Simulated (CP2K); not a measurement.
# PtSe2 (Sudovikovite) (P-3m1) in CP2K: reference runs

How does PtSe2 (Sudovikovite) come out in PBEsol? The cell is run as given and disturbed.

Everything below comes from runs of CP2K 2026.2. Logs are shortened: lines on timing, memory, paths and dates and some standing lists are left out, and cuts for length are marked.

**1. The structure**

The structure is trigonal, space group P-3m1 (No. 164). Conventional cell: a = 3.724 Å, b = 3.724 Å, c = 5.062 Å, α = 90.00°, β = 90.00°, γ = 120.00°. Around Pt (site symmetry -3m) lie 6 Se at 2.49 Å. Around Se (site symmetry 3m) lie 3 Pt at 2.49 Å.

**2. Single point, PBEsol**

ptse2_scf.inp

```
&GLOBAL
  PROJECT ptse2_scf
  RUN_TYPE ENERGY_FORCE
  PRINT_LEVEL LOW
&END GLOBAL
&FORCE_EVAL
  METHOD QS
  STRESS_TENSOR ANALYTICAL
  &DFT
    BASIS_SET_FILE_NAME BASIS_MOLOPT_UZH
    POTENTIAL_FILE_NAME POTENTIAL_UZH
    &MGRID
      CUTOFF 450
      REL_CUTOFF 60
      NGRIDS 5
    &END MGRID
    &QS
      METHOD GPW
      EPS_DEFAULT 1.0E-10
    &END QS
    &KPOINTS
      SCHEME MONKHORST-PACK 8 8 5
      GAMMA_CENTERED T
      SYMMETRY T
      SYMMETRY_BACKEND SPGLIB
    &END KPOINTS
    &SCF
      SCF_GUESS ATOMIC
      EPS_SCF 1.0E-6
      MAX_SCF 100
      ADDED_MOS 15
      CHOLESKY OFF
      EPS_EIGVAL 1.0E-7
      &DIAGONALIZATION ON
        ALGORITHM STANDARD
      &END DIAGONALIZATION
      &MIXING ON
        METHOD BROYDEN_MIXING
        ALPHA 0.4
        BETA 1.5
        NBUFFER 8
      &END MIXING
      &SMEAR ON
        METHOD FERMI_DIRAC
        ELECTRONIC_TEMPERATURE [K] 580.226
      &END SMEAR
    &END SCF
    &XC
      &XC_FUNCTIONAL
        &GGA_X_PBE_SOL
        &END GGA_X_PBE_SOL
        &GGA_C_PBE_SOL
        &END GGA_C_PBE_SOL
      &END XC_FUNCTIONAL
    &END XC
    &PRINT
      &KPOINTS ON
      &END KPOINTS
      &MULLIKEN ON
      &END MULLIKEN
      &MO ON
        ENERGIES T
        OCCUPATION_NUMBERS T
        &EACH
          QS_SCF 0
        &END EACH
        ADD_LAST NUMERIC
      &END MO
      &LOWDIN ON
      &END LOWDIN
      &HIRSHFELD ON
        SHAPE_FUNCTION DENSITY
      &END HIRSHFELD
    &END PRINT
  &END DFT
  &SUBSYS
    &CELL
      A 3.7240000000 0.0000000000 0.0000000000
      B -1.8620000000 3.2250786037 0.0000000000
      C 0.0000000000 0.0000000000 5.0620000000
      PERIODIC XYZ
    &END CELL
    &COORD
      SCALED
      Pt  0.0000000000 0.0000000000 0.0000000000
      Se  0.6666666667 0.3333333333 0.7500000000
      Se  0.3333333333 0.6666666667 0.2500000000
    &END COORD
    &KIND Pt
      BASIS_SET TZVP-MOLOPT-PBE-GTH-q18
      POTENTIAL GTH-PBE-q18
    &END KIND
    &KIND Se
      BASIS_SET TZVP-MOLOPT-PBE-GTH-q6
      POTENTIAL GTH-PBE-q6
    &END KIND
    &PRINT
      &ATOMIC_COORDINATES ON
      &END ATOMIC_COORDINATES
      &CELL ON
      &END CELL
    &END PRINT
  &END SUBSYS
  &PRINT
    &FORCES ON
    &END FORCES
    &STRESS_TENSOR ON
    &END STRESS_TENSOR
  &END PRINT
&END FORCE_EVAL
```

Potentials or basis: POTENTIAL_UZH Pt GTH-PBE-q18, Se GTH-PBE-q6; TZVP-MOLOPT-PBE-GTH basis.

Run with:

```
$ OMP_NUM_THREADS=1 cp2k.psmp -i ptse2_scf.inp -o ptse2_scf.out
```

ptse2_scf.out:

```text

 CP2K| version string:                                       CP2K version 2026.2
 CP2K| Input file name                                             ptse2_scf.inp

 GLOBAL| Force Environment number                                              1
 GLOBAL| Basis set file name                                    BASIS_MOLOPT_UZH
 GLOBAL| Potential file name                                       POTENTIAL_UZH
 GLOBAL| MM Potential file name                                     MM_POTENTIAL
 GLOBAL| Coordinate file name                                      __STD_INPUT__
 GLOBAL| Method name                                                        CP2K
 GLOBAL| Project name                                                  ptse2_scf
 GLOBAL| Run type                                                   ENERGY_FORCE
 GLOBAL| FFT library                                                       FFTW3
[... 8 lines left out ...]
 GLOBAL| CPU model name                                                  UNKNOWN

 CELL| Volume [angstrom^3]:                                            60.795596
 CELL| Vector a [angstrom]:       3.724     0.000     0.000   |a| =     3.724000
 CELL| Vector b [angstrom]:      -1.862     3.225     0.000   |b| =     3.724000
 CELL| Vector c [angstrom]:       0.000     0.000     5.062   |c| =     5.062000
 CELL| Angle (b,c), alpha [degree]:                                    90.000000
 CELL| Angle (a,c), beta  [degree]:                                    90.000000
 CELL| Angle (a,b), gamma [degree]:                                   120.000000
 CELL| Numerically orthorhombic:                                              NO
 CELL| Periodicity                                                           XYZ

 CELL_REF| Volume [angstrom^3]:                                        60.795596
 CELL_REF| Vector a [angstrom     3.724     0.000     0.000   |a| =     3.724000
 CELL_REF| Vector b [angstrom    -1.862     3.225     0.000   |b| =     3.724000
 CELL_REF| Vector c [angstrom     0.000     0.000     5.062   |c| =     5.062000
 CELL_REF| Angle (b,c), alpha [degree]:                                90.000000
 CELL_REF| Angle (a,c), beta  [degree]:                                90.000000
 CELL_REF| Angle (a,b), gamma [degree]:                               120.000000
 CELL_REF| Numerically orthorhombic:                                          NO
 CELL_REF| Periodicity                                                       XYZ
[... 9 lines left out ...]
 TOTAL NUMBERS AND MAXIMUM NUMBERS

  Total number of            - Atomic kinds:                                   2
                             - Atoms:                                          3
                             - Shell sets:                                     3
                             - Shells:                                        25
                             - Primitive Cartesian functions:                 14
                             - Cartesian basis functions:                     77
                             - Spherical basis functions:                     69

  Maximum angular momentum of- Orbital basis functions:                        3
                             - Local part of the GTH pseudopotential:          2
                             - Non-local part of the GTH pseudopotential:      5

 MODULE QUICKSTEP: ATOMIC COORDINATES IN ANGSTROM

   Atom Kind Element         X             Y             Z       Z(eff)     Mass
      1    1 Pt   78      0.000000      0.000000      0.000000  18.0000 195.0840
      2    2 Se   34      1.862000      1.075026      3.796500   6.0000  78.9600
      3    2 Se   34     -0.000000      2.150052      1.265500   6.0000  78.9600

 SCF PARAMETERS         Density guess:                                    ATOMIC
                        --------------------------------------------------------
                        max_scf:                                             100
[... 7 lines left out ...]
                        --------------------------------------------------------
                        level_shift [a.u.]:                             0.000000
                        added MOs                                        15    0
                        --------------------------------------------------------
                        Mixing method:                            BROYDEN_MIXING
                                                charge density mixing in g-space
                        --------------------------------------------------------
                        Smear method:                                FERMI_DIRAC
                        Electronic temperature [K]:                        580.2
                        Electronic temperature [a.u.]:                  1.84E-03
                        Accuracy threshold:                             1.00E-10
                        --------------------------------------------------------
                        No outer SCF
[... 17 lines left out ...]
 BRILLOUIN|     4           0.03750       -0.37500       -0.12500       -0.40000
 BRILLOUIN|     5           0.03750       -0.37500       -0.12500       -0.20000
 BRILLOUIN|     6           0.03750       -0.37500       -0.12500        0.00000
[... 32 lines left out ...]
 BRILLOUIN|    39           0.01875        0.00000        0.50000       -0.20000
 BRILLOUIN|    40           0.00937        0.00000        0.50000        0.00000
 *******************************************************************************

 Extrapolation method: initial_guess

 Number of electrons:                                                         30
 Number of occupied orbitals:                                                 15
 Number of molecular orbitals:                                                30

 Number of orbital functions:                                                 69
 Number of independent orbital functions:                                     69

 SCF WAVEFUNCTION OPTIMIZATION

  Step     Update method      Time    Convergence         Total energy    Change
  ------------------------------------------------------------------------------
     1 NoMix/Diag. 0.40E+00    1.8     0.53076540      -139.4428809727 -1.39E+02
     2 Broy./Diag. 0.40E+00    1.6     0.13588773      -140.9187681000 -1.48E+00
     3 Broy./Diag. 0.40E+00    1.6     0.07461298      -139.5934204416  1.33E+00
     4 Broy./Diag. 0.40E+00    1.6     0.01227952      -138.9853672611  6.08E-01
     5 Broy./Diag. 0.40E+00    1.6     0.00238580      -138.9887204252 -3.35E-03
     6 Broy./Diag. 0.40E+00    1.6     0.00436084      -138.9514466901  3.73E-02
     7 Broy./Diag. 0.40E+00    1.6     0.00032960      -138.9443618286  7.08E-03
     8 Broy./Diag. 0.40E+00    1.6     0.00046402      -138.9439789435  3.83E-04
     9 Broy./Diag. 0.40E+00    1.6     0.00012440      -138.9453484515 -1.37E-03
    10 Broy./Diag. 0.40E+00    1.6     0.00005469      -138.9457863666 -4.38E-04
    11 Broy./Diag. 0.40E+00    1.6     0.00003292      -138.9457087156  7.77E-05
    12 Broy./Diag. 0.40E+00    1.6     0.00001393      -138.9456001899  1.09E-04
    13 Broy./Diag. 0.40E+00    1.7     0.00001210      -138.9455707460  2.94E-05
    14 Broy./Diag. 0.40E+00    1.7     0.00000097      -138.9455619898  8.76E-06

  *** SCF run converged in    14 steps ***

  Electronic density on regular grids:        -30.0000000018       -0.0000000018
  Core density on regular grids:               29.9999999967       -0.0000000033
  Total charge density on r-space grids:       -0.0000000051
  Total charge density g-space grids:          -0.0000000051

  Overlap energy of the core charge distribution:               0.00000000578171
  Self energy of the core charge distribution:               -222.50115366450544
  Core Hamiltonian energy:                                     49.45419903920289
  Hartree energy:                                              49.82162093561344
  Exchange-correlation energy:                                -15.72000830166701
  Electronic entropic energy:                                  -0.00022000466130
  Fermi energy:                                                 0.30827588373696

  Total energy:                                              -138.94556198980237
  Total energy (extrapolated to T->0):                       -138.94545198747173

 MO| EIGENVALUES AND OCCUPATION NUMBERS FOR K POINT 1
 MO|
 MO|  Index      Eigenvalue [a.u.]        Eigenvalue [eV]             Occupation
 MO|      1              -3.339833             -90.881482               2.000000
 MO|      2              -1.677060             -45.635123               2.000000
 MO|      3              -1.676940             -45.631862               2.000000
 MO|      4              -1.672542             -45.512169               2.000000
 MO|      5              -0.198897              -5.412258               2.000000
 MO|      6              -0.194126              -5.282438               2.000000
[... 497 lines left out ...]
 MO|     29               0.980889              26.691342               0.000000
 MO|     30               1.074930              29.250346               0.000000
 MO| Sum:                                                              30.000031
 MO| E(Fermi):            0.308276 a.u.          8.388613 eV

 [... the levels of further k-points ...]

 !-----------------------------------------------------------------------------!
                     Mulliken Population Analysis

 #  Atom  Element  Kind  Atomic population                           Net charge
       1     Pt       1         18.322322                             -0.322322
       2     Se       2          5.838839                              0.161161
       3     Se       2          5.838839                              0.161161
 # Total charge                             30.000000                 -0.000000

 !-----------------------------------------------------------------------------!

 !-----------------------------------------------------------------------------!
                           Hirshfeld Charges

  #Atom  Element  Kind  Ref Charge     Population                    Net charge
      1       Pt     1      18.000         17.914                         0.086
      2       Se     2       6.000          6.043                        -0.043
      3       Se     2       6.000          6.043                        -0.043

  Total Charge                                                           -0.000
 !-----------------------------------------------------------------------------!

 LOWDIN POPULATION ANALYSIS

 #  Atom  Element  Kind  Atomic population                           Net charge
       1     Pt       1         20.164863                             -2.164863
       2     Se       2          4.917568                              1.082432
       3     Se       2          4.917568                              1.082432
 # Total charge                             30.000000                  0.000000

 ENERGY| Total FORCE_EVAL ( QS ) energy [hartree]           -138.945565476627166

 FORCES| Atomic forces [hartree/bohr]
 FORCES|   Atom     x               y               z               |f|
 FORCES|      1 -1.08441101E-10  1.10865478E-10  2.36784817E-09   2.37292132E-09
 FORCES|      2  1.08246235E-07 -6.30752443E-08 -1.13753749E-02   1.13753749E-02
 FORCES|      3 -1.08130273E-07  6.29541677E-08  1.13753727E-02   1.13753727E-02
 FORCES| Sum     7.52088813E-12 -1.02110828E-11  1.03487252E-10
 FORCES| Total atomic force                                       1.04261408E-10

 STRESS| Analytical stress tensor [bar]
 STRESS|                        x                   y                   z
 STRESS|      x        5.16524452316E+04  -9.81467981983E-01   1.84300348149E-02
 STRESS|      y       -9.81467981983E-01   5.16513149521E+04  -1.07650056011E-02
 STRESS|      z        1.84300348149E-02  -1.07650056011E-02   3.31069829907E+04
 STRESS| 1/3 Trace                                             4.54702477248E+04
 STRESS| Determinant                                           8.83266733284E+13

 STRESS| Eigenvectors and eigenvalues of the analytical stress tensor [bar]
 STRESS|                        1                   2                   3
 STRESS| Eigenvalues   3.31069829907E+04   5.16507475450E+04   5.16530126387E+04
 STRESS|      x          -0.000000993745      0.500500244604      0.865736394724
 STRESS|      y           0.000000580449      0.865736394725     -0.500500244604
 STRESS|      z           0.999999999999     -0.000000005146      0.000001150836
```

It took 28 s on 1 thread of Arm Neoverse V2, shared host; peak memory 0.31 GiB.

What came out:

```
Free energy            : -3780.9011 eV
Pressure               : 4.5 GPa
Largest force          : 0.585 eV/Å
Band gap on the k mesh : none (metal or under the smearing width)
Mulliken charges       : Pt -0.32; Se +0.16 e
Hirshfeld charges      : Pt +0.09; Se -0.04 e
```

Forces in eV/Å, atoms in the order of the input:
```
Pt   0.000  0.000  0.000
Se   0.000  0.000 -0.585
Se   0.000  0.000  0.585
```

Caveat: Mulliken charges move with the basis; the potentials were made for another functional, which shifts forces and pressure; the basis of atomic orbitals isn't converged, which shifts pressures, moduli and gaps.

(Part 1 of 2 ends here.)
